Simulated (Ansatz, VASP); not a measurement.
**BeS in VASP and in Ansatz**

```
Be S
1.0
     0.00000    2.43801    2.43801
     2.43801    0.00000    2.43801
     2.43801    2.43801    0.00000
Be S
1 1
Cartesian
  0.0000 0.0000 0.0000
  1.2190 1.2190 1.2190
```

Alike in both runs: functional PBE; k mesh 8 × 8 × 8; no spin polarisation.

Ansatz relaxed the structure, and its values are those at the end. VASP's run is a single point on that final structure, the one shown.

```csv
,VASP,Ansatz
version,VASP 6.6.1,Ansatz 0.2.0
potentials or method,"VASP PAW PBE potentials, release 64 (Be, S)","scalar-relativistic, plane waves, PAW"
plane-wave cutoff (eV),520,420
occupations,"gaussian, width 0.01 eV",fixed
valence electrons in the cell,8,8
```

Ansatz gave:

| Property | Result |
| --- | --- |
| gap on the k mesh at the Fermi level (eV) | 3.15 |
| least direct gap on the mesh (eV) | 5.66 |
| pressure (GPa) | 0.0 |

Q: Estimate VASP's values.

A: gap on the k mesh at the Fermi level (eV): 3.15; least direct gap on the mesh (eV): 5.68; pressure (GPa): 0.0.

A k mesh can miss the band edges.
